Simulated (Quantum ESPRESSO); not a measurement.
Crystal: GaAs.

```xyz
2
Lattice="0.0000 2.8268 2.8268 2.8268 0.0000 2.8268 2.8268 2.8268 0.0000" Properties=species:S:1:pos:R:3 pbc="T T T"
As    4.2403    4.2403    4.2403
Ga    0.0000    0.0000    0.0000
```

Base run:

```yaml
Program: Quantum ESPRESSO 7.5
Functional: BLYP
Potentials_or_basis: PseudoDojo 0.4.1 SR PBE standard
Cutoff: 1143 eV
Density_cutoff: 4572 eV
k_mesh: 6 × 6 × 6, shifted
Occupations: fermi-dirac, width 0.05 eV
Spin: no spin polarisation
```

Its results: pressure 6.4 GPa; electronic dielectric tensor (diagonal) 14.25.

Problem. After a change of settings the same cell gave: pressure -2.1 GPa; electronic dielectric tensor (diagonal) 15.02. Which change was it?
A. functional from BLYP to WC
B. functional from BLYP to PBEsol; potentials or basis from PseudoDojo 0.4.1 SR PBE standard to PseudoDojo 0.4.1 SR PBEsol standard
C. functional from BLYP to AM05
D. functional from BLYP to LDA; potentials or basis from PseudoDojo 0.4.1 SR PBE standard to PseudoDojo 0.4.1 SR LDA standard; cutoff from 1143 eV to 1088 eV; density cutoff from 4572 eV to 4354 eV

Solution. D.

Caveats: the potentials were made for another functional, which shifts forces and pressure (some runs); the cell is more than 3 GPa from zero pressure, which shifts response properties (some runs).
